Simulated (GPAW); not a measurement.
# KI: relaxation of cell and atoms with PBE

Crystal: KI.

```xyz
2
Lattice="0.0000 3.5328 3.5328 3.5328 0.0000 3.5328 3.5328 3.5328 0.0000" Properties=species:S:1:pos:R:3 pbc="T T T"
I     3.5328    3.5328    3.5328
K     0.0000    0.0000    0.0000
```

```
Program             : GPAW 26.7.0
Task                : relaxation of cell and atoms
Functional          : PBE
Potentials or basis : GPAW PAW data sets (gpaw-data 1.2.1)
Cutoff              : 600 eV
Basis               : pw
k mesh              : 7 × 7 × 7
Occupations         : fermi-dirac, width 0.05 eV
Spin                : no spin polarisation
Maxiter             : 150
Optimizer           : BFGS
Fmax                : 0.02 eV/Å
Max steps           : 60
Convergence         : density=1e-05 forces=0.0001
```

* Relaxed volume: 46.13 Å³/atom
* Relaxed cell: a = 5.072 Å, b = 5.072 Å, c = 5.072 Å, α = 60.00°, β = 60.00°, γ = 60.00°
* Space group after relaxing (to 0.05 Å): Fm-3m (No. 225)
* Energy gained by relaxing: 3.8 meV/atom
* Ionic steps: 3
* Pressure after relaxing: 0.0 GPa
* Band gap on the k mesh: 3.87 eV, direct

The path:
```csv
step,energy change (eV),largest force (eV/Å),pressure (GPa),volume (Å³)
1,0.0000,0.0000,0.57,88.18
2,-0.0010,0.0000,0.53,88.48
3,-0.0076,0.0000,0.03,92.26
```

Final structure:
```yaml
crystal:
  lattice:
    - [0.00000, 3.58641, 3.58641]
    - [3.58641, 0.00000, 3.58641]
    - [3.58641, 3.58641, 0.00000]
  atoms:
    - { symbol: I, position: [0.50000, 0.50000, 0.50000] }
    - { symbol: K, position: [0.00000, 0.00000, 0.00000] }
```

Levels at points of the mesh, in eV from the valence-band top:
```
           k point  band 6  band 7  band 8  band 9  band 10  band 11
(0.00, 0.00, 0.00)    0.00    0.00    0.00    3.87     6.52     6.52
```

It took 59 s on 1 thread of Arm Neoverse V1 (shared host), peak memory 0.2 GiB.

Caveat: later steps reuse the first step's grids; spin-orbit coupling is left out, which moves the levels of the heavy elements; an odd mesh through Γ misses points on the zone boundary, where band edges often lie. PBE usually gives volumes a little too large and moduli too small.
